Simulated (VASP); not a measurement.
# CoSi (Pm-3m) in VASP: a series of runs, part 8 of 9

VASP 6.6.1.

### 98 Equation of state, PBEsol, collinear spin, ferromagnetic start, 10.44 Å³/atom

INCAR reads:

```
PREC = Accurate
ENCUT = 450
EDIFF = 1E-7
ISMEAR = 1
SIGMA = 0.02
LREAL = False
LASPH = True
NELM = 100
ALGO = Normal
ISIF = 2
LWAVE = False
LCHARG = False
ISPIN = 2
MAGMOM = 2 0
LORBIT = 11
LMAXMIX = 4
GGA = PS
ADDGRID = False
```

KPOINTS reads:

```
Automatic mesh
0
Gamma
  15 15 15
```

POSCAR reads:

```
CoSi
1.0
    2.7532377962      0.0000000000      0.0000000000
    0.0000000000      2.7532377962      0.0000000000
    0.0000000000      0.0000000000      2.7532377962
Co Si
1 1
Direct
    0.0000000000      0.0000000000      0.0000000000
    0.5000000000      0.5000000000      0.5000000000
```

On the command line:

```bash
$ cat potpaw_PBE.64/Co/POTCAR potpaw_PBE.64/Si/POTCAR > POTCAR
$ mpirun -np 1 vasp_std > vasp.out
```

Wall time 18 s (1 thread of Intel Xeon 6975P-C (Granite Rapids), shared host); peak memory 0.16 GiB.

These settings aren't checked as converged: the numbers below hold their error.

Results:

```yaml
Free_energy: -14.5463 eV
Pressure: 0.3 GPa
Band_gap_on_the_k_mesh: none (metal or under the smearing width)
Net_moment: 0.53 μB per cell
Site_moments: Co +0.52; Si +0.01 μB
Valence_electrons_inside_the_program's_atomic_spheres: Co 8.69; Si 1.59
```

Caveat: the PAW data sets were made with another functional, which shifts forces and pressure a little.

### 99 Equation of state, PBEsol, collinear spin, ferromagnetic start, 11.08 Å³/atom

INCAR is that of step 98.

KPOINTS is that of step 98.

POSCAR reads:

```
CoSi
1.0
    2.8088737514      0.0000000000      0.0000000000
    0.0000000000      2.8088737514      0.0000000000
    0.0000000000      0.0000000000      2.8088737514
Co Si
1 1
Direct
    0.0000000000      0.0000000000      0.0000000000
    0.5000000000      0.5000000000      0.5000000000
```

Potentials or basis: VASP PAW PBE potentials, release 64 (Co, Si).

On the command line:

```bash
$ cat potpaw_PBE.64/Co/POTCAR potpaw_PBE.64/Si/POTCAR > POTCAR
$ mpirun -np 1 vasp_std > vasp.out
```

Wall time 19 s (1 thread of Intel Xeon 6975P-C (Granite Rapids), shared host); peak memory 0.16 GiB.

The run converged, but some of its settings lie outside the range that counts as converged, so its numbers aren't taken as properties of the crystal.

What came out:

- Free energy: -14.4958 eV
- Pressure: -11.8 GPa
- Band gap on the k mesh: none (metal or under the smearing width)
- Net moment: 0.60 μB per cell
- Site moments: Co +0.61; Si +0.01 μB
- Valence electrons inside the program's atomic spheres: Co 8.54; Si 1.56

Caveat: the PAW data sets were made with another functional, which shifts forces and pressure a little.

### 100 Equation of state, PBEsol, collinear spin, ferromagnetic start, 10.44 Å³/atom

INCAR, as its differences from that of step 99:

```diff
@@ -3,4 +3,4 @@
 EDIFF = 1E-7
-ISMEAR = 1
-SIGMA = 0.02
+ISMEAR = -5
+SIGMA = 0.15
 LREAL = False
```

KPOINTS is that of step 99.

POSCAR reads:

```
CoSi
1.0
    2.7532377962      0.0000000000      0.0000000000
    0.0000000000      2.7532377962      0.0000000000
    0.0000000000      0.0000000000      2.7532377962
Co Si
1 1
Direct
    0.0000000000      0.0000000000      0.0000000000
    0.5000000000      0.5000000000      0.5000000000
```

On the command line:

```bash
$ cat potpaw_PBE.64/Co/POTCAR potpaw_PBE.64/Si/POTCAR > POTCAR
$ mpirun -np 1 vasp_std > vasp.out
```

It took 21 s on 1 thread of Intel Xeon 6975P-C (Granite Rapids), shared host; peak memory 0.16 GiB.

The run converged, but some of its settings lie outside the range that counts as converged, so its numbers aren't taken as properties of the crystal.

What came out:

```yaml
Free_energy: -14.5464 eV
Pressure: 0.0 GPa
Band_gap_on_the_k_mesh: none (metal or under the smearing width)
Net_moment: 0.50 μB per cell
Site_moments: Co +0.49; Si +0.01 μB
Valence_electrons_inside_the_program's_atomic_spheres: Co 8.70; Si 1.59
```

Caveat: the PAW data sets were made with another functional, which shifts forces and pressure a little; tetrahedron occupations give inexact forces and stress in metals.

### 101 Equation of state, PBEsol, collinear spin, ferromagnetic start, 11.08 Å³/atom

INCAR is that of step 100.

KPOINTS is that of step 100.

POSCAR reads:

```
CoSi
1.0
    2.8088737514      0.0000000000      0.0000000000
    0.0000000000      2.8088737514      0.0000000000
    0.0000000000      0.0000000000      2.8088737514
Co Si
1 1
Direct
    0.0000000000      0.0000000000      0.0000000000
    0.5000000000      0.5000000000      0.5000000000
```

On the command line:

```bash
$ cat potpaw_PBE.64/Co/POTCAR potpaw_PBE.64/Si/POTCAR > POTCAR
$ mpirun -np 1 vasp_std > vasp.out
```

It took 22 s on 1 thread of Intel Xeon 6975P-C (Granite Rapids), shared host; peak memory 0.17 GiB.

These settings aren't checked as converged: the numbers below hold their error.

What came out:

```
Free energy                                           : -14.4964 eV
Pressure                                              : -11.8 GPa
Band gap on the k mesh                                : none (metal or under the smearing width)
Net moment                                            : 0.61 μB per cell
Site moments                                          : Co +0.61; Si +0.01 μB
Valence electrons inside the program's atomic spheres : Co 8.54; Si 1.56
```

Caveat: the PAW data sets were made with another functional, which shifts forces and pressure a little; tetrahedron occupations give inexact forces and stress in metals.

### 102 Equation of state, PBEsol, collinear spin, ferromagnetic start, 10.44 Å³/atom

INCAR, as its differences from that of step 101:

```diff
@@ -3,3 +3,3 @@
 EDIFF = 1E-7
-ISMEAR = -5
+ISMEAR = 0
 SIGMA = 0.15
```

KPOINTS is that of step 101.

POSCAR reads:

```
CoSi
1.0
    2.7532377962      0.0000000000      0.0000000000
    0.0000000000      2.7532377962      0.0000000000
    0.0000000000      0.0000000000      2.7532377962
Co Si
1 1
Direct
    0.0000000000      0.0000000000      0.0000000000
    0.5000000000      0.5000000000      0.5000000000
```

Potentials or basis: VASP PAW PBE potentials, release 64 (Co, Si).

On the command line:

```bash
$ cat potpaw_PBE.64/Co/POTCAR potpaw_PBE.64/Si/POTCAR > POTCAR
$ mpirun -np 1 vasp_std > vasp.out
```

It took 18 s on 1 thread of Intel Xeon 6975P-C (Granite Rapids), shared host; peak memory 0.15 GiB.

These settings aren't checked as converged: the numbers below hold their error.

Results:

```
Free energy                                           : -14.5593 eV
Pressure                                              : 0.0 GPa
Band gap on the k mesh                                : none (metal or under the smearing width)
Net moment                                            : 0.46 μB per cell
Site moments                                          : Co +0.45; Si +0.01 μB
Valence electrons inside the program's atomic spheres : Co 8.70; Si 1.59
```

Caveat: the PAW data sets were made with another functional, which shifts forces and pressure a little.

### 103 Equation of state, PBEsol, collinear spin, ferromagnetic start, 11.08 Å³/atom

INCAR is that of step 102.

KPOINTS is that of step 102.

POSCAR reads:

```
CoSi
1.0
    2.8088737514      0.0000000000      0.0000000000
    0.0000000000      2.8088737514      0.0000000000
    0.0000000000      0.0000000000      2.8088737514
Co Si
1 1
Direct
    0.0000000000      0.0000000000      0.0000000000
    0.5000000000      0.5000000000      0.5000000000
```

On the command line:

```bash
$ cat potpaw_PBE.64/Co/POTCAR potpaw_PBE.64/Si/POTCAR > POTCAR
$ mpirun -np 1 vasp_std > vasp.out
```

Run time: 18 s. Hardware: 1 thread of Intel Xeon 6975P-C (Granite Rapids), shared host; peak memory 0.16 GiB.

The run converged, but some of its settings lie outside the range that counts as converged, so its numbers aren't taken as properties of the crystal.

Results:

```yaml
Free_energy: -14.5088 eV
Pressure: -12.0 GPa
Band_gap_on_the_k_mesh: none (metal or under the smearing width)
Net_moment: 0.54 μB per cell
Site_moments: Co +0.55; Si +0.01 μB
Valence_electrons_inside_the_program's_atomic_spheres: Co 8.54; Si 1.55
```

Caveat: the PAW data sets were made with another functional, which shifts forces and pressure a little.

### 104 Equation of state, PBEsol, collinear spin, ferromagnetic start, 10.44 Å³/atom

INCAR, as its differences from that of step 103:

```diff
@@ -3,3 +3,3 @@
 EDIFF = 1E-7
-ISMEAR = 0
+ISMEAR = -1
 SIGMA = 0.15
```

KPOINTS is that of step 103.

POSCAR reads:

```
CoSi
1.0
    2.7532377962      0.0000000000      0.0000000000
    0.0000000000      2.7532377962      0.0000000000
    0.0000000000      0.0000000000      2.7532377962
Co Si
1 1
Direct
    0.0000000000      0.0000000000      0.0000000000
    0.5000000000      0.5000000000      0.5000000000
```

On the command line:

```bash
$ cat potpaw_PBE.64/Co/POTCAR potpaw_PBE.64/Si/POTCAR > POTCAR
$ mpirun -np 1 vasp_std > vasp.out
```

Wall time 22 s (1 thread of Intel Xeon 6975P-C (Granite Rapids), shared host); peak memory 0.16 GiB.

The run converged, but some of its settings lie outside the range that counts as converged, so its numbers aren't taken as properties of the crystal.

Results:

* Free energy: -14.6106 eV
* Pressure: -0.2 GPa
* Band gap on the k mesh: none (metal or under the smearing width)
* Net moment: 0.25 μB per cell
* Site moments: Co +0.26; Si +0.00 μB
* Valence electrons inside the program's atomic spheres: Co 8.70; Si 1.59

Caveat: the PAW data sets were made with another functional, which shifts forces and pressure a little.

### 105 Equation of state, PBEsol, collinear spin, ferromagnetic start, 11.08 Å³/atom

INCAR is that of step 104.

KPOINTS is that of step 104.

POSCAR reads:

```
CoSi
1.0
    2.8088737514      0.0000000000      0.0000000000
    0.0000000000      2.8088737514      0.0000000000
    0.0000000000      0.0000000000      2.8088737514
Co Si
1 1
Direct
    0.0000000000      0.0000000000      0.0000000000
    0.5000000000      0.5000000000      0.5000000000
```

Potentials or basis: VASP PAW PBE potentials, release 64 (Co, Si).

On the command line:

```bash
$ cat potpaw_PBE.64/Co/POTCAR potpaw_PBE.64/Si/POTCAR > POTCAR
$ mpirun -np 1 vasp_std > vasp.out
```

It took 19 s on 1 thread of Intel Xeon 6975P-C (Granite Rapids), shared host; peak memory 0.16 GiB.

These settings aren't checked as converged: the numbers below hold their error.

Results:

- Free energy: -14.5590 eV
- Pressure: -12.1 GPa
- Band gap on the k mesh: none (metal or under the smearing width)
- Net moment: 0.38 μB per cell
- Site moments: Co +0.39; Si +0.01 μB
- Valence electrons inside the program's atomic spheres: Co 8.55; Si 1.55

Caveat: the PAW data sets were made with another functional, which shifts forces and pressure a little.

### 106 Equation of state, PBEsol, collinear spin, ferromagnetic start, 10.44 Å³/atom

INCAR, as its differences from that of step 105:

```diff
@@ -1,5 +1,5 @@
 PREC = Accurate
-ENCUT = 450
+ENCUT = 550
 EDIFF = 1E-7
-ISMEAR = -1
+ISMEAR = 1
 SIGMA = 0.15
```

KPOINTS is that of step 105.

POSCAR reads:

```
CoSi
1.0
    2.7532377962      0.0000000000      0.0000000000
    0.0000000000      2.7532377962      0.0000000000
    0.0000000000      0.0000000000      2.7532377962
Co Si
1 1
Direct
    0.0000000000      0.0000000000      0.0000000000
    0.5000000000      0.5000000000      0.5000000000
```

On the command line:

```bash
$ cat potpaw_PBE.64/Co/POTCAR potpaw_PBE.64/Si/POTCAR > POTCAR
$ mpirun -np 1 vasp_std > vasp.out
```

Run time: 20 s. Hardware: 1 thread of Intel Xeon 6975P-C (Granite Rapids), shared host; peak memory 0.18 GiB.

The run converged, but some of its settings lie outside the range that counts as converged, so its numbers aren't taken as properties of the crystal.

What came out:

```yaml
Free_energy: -14.5478 eV
Pressure: 0.1 GPa
Band_gap_on_the_k_mesh: none (metal or under the smearing width)
Net_moment: 0.49 μB per cell
Site_moments: Co +0.48; Si +0.01 μB
Valence_electrons_inside_the_program's_atomic_spheres: Co 8.70; Si 1.59
```

Caveat: the PAW data sets were made with another functional, which shifts forces and pressure a little.

### 107 Equation of state, PBEsol, collinear spin, ferromagnetic start, 11.08 Å³/atom

INCAR is that of step 106.

KPOINTS is that of step 106.

POSCAR reads:

```
CoSi
1.0
    2.8088737514      0.0000000000      0.0000000000
    0.0000000000      2.8088737514      0.0000000000
    0.0000000000      0.0000000000      2.8088737514
Co Si
1 1
Direct
    0.0000000000      0.0000000000      0.0000000000
    0.5000000000      0.5000000000      0.5000000000
```

On the command line:

```bash
$ cat potpaw_PBE.64/Co/POTCAR potpaw_PBE.64/Si/POTCAR > POTCAR
$ mpirun -np 1 vasp_std > vasp.out
```

It took 21 s on 1 thread of Intel Xeon 6975P-C (Granite Rapids), shared host; peak memory 0.19 GiB.

These settings aren't checked as converged: the numbers below hold their error.

Results:

```
Free energy                                           : -14.4973 eV
Pressure                                              : -12.0 GPa
Band gap on the k mesh                                : none (metal or under the smearing width)
Net moment                                            : 0.56 μB per cell
Site moments                                          : Co +0.57; Si +0.01 μB
Valence electrons inside the program's atomic spheres : Co 8.54; Si 1.55
```

Caveat: the PAW data sets were made with another functional, which shifts forces and pressure a little.

### 108 Equation of state, PBEsol, collinear spin, ferromagnetic start, 10.44 Å³/atom

INCAR, as its differences from that of step 107:

```diff
@@ -1,2 +1,2 @@
-PREC = Accurate
+PREC = Low
 ENCUT = 550
```

KPOINTS is that of step 107.

POSCAR reads:

```
CoSi
1.0
    2.7532377962      0.0000000000      0.0000000000
    0.0000000000      2.7532377962      0.0000000000
    0.0000000000      0.0000000000      2.7532377962
Co Si
1 1
Direct
    0.0000000000      0.0000000000      0.0000000000
    0.5000000000      0.5000000000      0.5000000000
```

Potentials or basis: VASP PAW PBE potentials, release 64 (Co, Si).

On the command line:

```bash
$ cat potpaw_PBE.64/Co/POTCAR potpaw_PBE.64/Si/POTCAR > POTCAR
$ mpirun -np 1 vasp_std > vasp.out
```

It took 10 s on 1 thread of Intel Xeon 6975P-C (Granite Rapids), shared host; peak memory 0.15 GiB.

These settings aren't checked as converged: the numbers below hold their error.

What came out:

```yaml
Free_energy: -14.5476 eV
Pressure: 0.1 GPa
Band_gap_on_the_k_mesh: none (metal or under the smearing width)
Net_moment: 0.49 μB per cell
Site_moments: Co +0.48; Si +0.01 μB
Valence_electrons_inside_the_program's_atomic_spheres: Co 8.70; Si 1.59
```

Caveat: the PAW data sets were made with another functional, which shifts forces and pressure a little.

### 109 Equation of state, PBEsol, collinear spin, ferromagnetic start, 11.08 Å³/atom

INCAR is that of step 108.

KPOINTS is that of step 108.

POSCAR reads:

```
CoSi
1.0
    2.8088737514      0.0000000000      0.0000000000
    0.0000000000      2.8088737514      0.0000000000
    0.0000000000      0.0000000000      2.8088737514
Co Si
1 1
Direct
    0.0000000000      0.0000000000      0.0000000000
    0.5000000000      0.5000000000      0.5000000000
```

On the command line:

```bash
$ cat potpaw_PBE.64/Co/POTCAR potpaw_PBE.64/Si/POTCAR > POTCAR
$ mpirun -np 1 vasp_std > vasp.out
```

Wall time 10 s (1 thread of Intel Xeon 6975P-C (Granite Rapids), shared host); peak memory 0.15 GiB.

These settings aren't checked as converged: the numbers below hold their error.

What came out:

```
Free energy                                           : -14.4971 eV
Pressure                                              : -12.0 GPa
Band gap on the k mesh                                : none (metal or under the smearing width)
Net moment                                            : 0.56 μB per cell
Site moments                                          : Co +0.57; Si +0.01 μB
Valence electrons inside the program's atomic spheres : Co 8.54; Si 1.55
```

Caveat: the PAW data sets were made with another functional, which shifts forces and pressure a little.

### 110 Equation of state, PBEsol, collinear spin, ferromagnetic start, 10.44 Å³/atom

INCAR, as its differences from that of step 109:

```diff
@@ -1,2 +1,2 @@
-PREC = Low
+PREC = Normal
 ENCUT = 550
```

KPOINTS is that of step 109.

POSCAR reads:

```
CoSi
1.0
    2.7532377962      0.0000000000      0.0000000000
    0.0000000000      2.7532377962      0.0000000000
    0.0000000000      0.0000000000      2.7532377962
Co Si
1 1
Direct
    0.0000000000      0.0000000000      0.0000000000
    0.5000000000      0.5000000000      0.5000000000
```

On the command line:

```bash
$ cat potpaw_PBE.64/Co/POTCAR potpaw_PBE.64/Si/POTCAR > POTCAR
$ mpirun -np 1 vasp_std > vasp.out
```

Run time: 11 s. Hardware: 1 thread of Intel Xeon 6975P-C (Granite Rapids), shared host; peak memory 0.16 GiB.

The run converged, but some of its settings lie outside the range that counts as converged, so its numbers aren't taken as properties of the crystal.

What came out:

* Free energy: -14.5478 eV
* Pressure: 0.1 GPa
* Band gap on the k mesh: none (metal or under the smearing width)
* Net moment: 0.49 μB per cell
* Site moments: Co +0.48; Si +0.01 μB
* Valence electrons inside the program's atomic spheres: Co 8.70; Si 1.59

Caveat: the PAW data sets were made with another functional, which shifts forces and pressure a little.

### 111 Equation of state, PBEsol, collinear spin, ferromagnetic start, 11.08 Å³/atom

INCAR is that of step 110.

KPOINTS is that of step 110.

POSCAR reads:

```
CoSi
1.0
    2.8088737514      0.0000000000      0.0000000000
    0.0000000000      2.8088737514      0.0000000000
    0.0000000000      0.0000000000      2.8088737514
Co Si
1 1
Direct
    0.0000000000      0.0000000000      0.0000000000
    0.5000000000      0.5000000000      0.5000000000
```

Potentials or basis: VASP PAW PBE potentials, release 64 (Co, Si).

On the command line:

```bash
$ cat potpaw_PBE.64/Co/POTCAR potpaw_PBE.64/Si/POTCAR > POTCAR
$ mpirun -np 1 vasp_std > vasp.out
```

Wall time 11 s (1 thread of Intel Xeon 6975P-C (Granite Rapids), shared host); peak memory 0.16 GiB.

The run converged, but some of its settings lie outside the range that counts as converged, so its numbers aren't taken as properties of the crystal.

What came out:

```
Free energy                                           : -14.4973 eV
Pressure                                              : -12.0 GPa
Band gap on the k mesh                                : none (metal or under the smearing width)
Net moment                                            : 0.56 μB per cell
Site moments                                          : Co +0.57; Si +0.01 μB
Valence electrons inside the program's atomic spheres : Co 8.54; Si 1.55
```

Caveat: the PAW data sets were made with another functional, which shifts forces and pressure a little.

### 112 Equation of state, PBEsol, collinear spin, ferromagnetic start, 10.44 Å³/atom

INCAR, as its differences from that of step 111:

```diff
@@ -1,2 +1,2 @@
-PREC = Normal
+PREC = Accurate
 ENCUT = 550
@@ -5,3 +5,3 @@
 SIGMA = 0.15
-LREAL = False
+LREAL = Auto
 LASPH = True
```

KPOINTS is that of step 111.

POSCAR reads:

```
CoSi
1.0
    2.7532377962      0.0000000000      0.0000000000
    0.0000000000      2.7532377962      0.0000000000
    0.0000000000      0.0000000000      2.7532377962
Co Si
1 1
Direct
    0.0000000000      0.0000000000      0.0000000000
    0.5000000000      0.5000000000      0.5000000000
```

On the command line:

```bash
$ cat potpaw_PBE.64/Co/POTCAR potpaw_PBE.64/Si/POTCAR > POTCAR
$ mpirun -np 1 vasp_std > vasp.out
```

It took 39 s on 1 thread of Intel Xeon 6975P-C (Granite Rapids), shared host; peak memory 0.17 GiB.

The run converged, but some of its settings lie outside the range that counts as converged, so its numbers aren't taken as properties of the crystal.

What came out:

* Free energy: -14.5489 eV
* Pressure: 0.0 GPa
* Band gap on the k mesh: none (metal or under the smearing width)
* Net moment: 0.49 μB per cell
* Site moments: Co +0.48; Si +0.01 μB
* Valence electrons inside the program's atomic spheres: Co 8.70; Si 1.59

Caveat: the PAW data sets were made with another functional, which shifts forces and pressure a little.

(Continued in part 9 of 9.)
